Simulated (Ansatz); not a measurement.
Mo, DFT, PBE, all-electron LAPW, scalar-relativistic (Ansatz 0.2.0), run on 1 thread of Arm Neoverse V1 on a shared host.

The cell is COD entry 9011605, as deposited and not checked against the literature; nothing was relaxed. It is an old determination, and later ones may differ. The listed cell was then made from it by scaling, straining or moving an atom.

Command: `ansatz run input.yaml --threads 1 --pin off --max-ram 2048MiB --backend cpu --events-out ev --progress --plain --runs-dir out`

```yaml
crystal:
  lattice:
    - [-1.5404922415, 1.5404922415, 1.63384]
    - [1.5404922415, -1.5404922415, 1.63384]
    - [1.5404922415, 1.5404922415, -1.63384]
  atoms:
    - { symbol: Mo, position: [0.0, 0.0, 0.0] }
kpoints:
  mp_grid: { grid: [16, 16, 16] }
scf:
  occupations: { method: fermi_dirac, width: 0.05 }
hamiltonian:
  xc: pbe
  pseudopotentials: { kind: all_electron, lapw: { basis_error: 0.001 } }
output:
  forces: true
  stress: true
  eigenvalues: true
```

(1) How large is the problem that the program sets up?

(2) About how long does it take, and how much memory does it use?

(3) And the same cell and mesh by frozen-core PAW, asked for forces, stress, eigenvalues, efg, on the same hardware?

(4) And the same cell and mesh by crystal-made all-electron datasets, asked for forces, stress, eigenvalues, efg, on the same hardware?

Answers

(1) 349 irreducible k-points, 137 plane waves at Γ, 19 bands.

(2) 29 s of wall time for 7 SCF iterations, with a peak of 0.48 GiB. Times on shared machines scatter by tens of per cent.

(3) 4.6 s, peak memory 0.37 GiB.

(4) 12 s, peak memory 0.45 GiB.
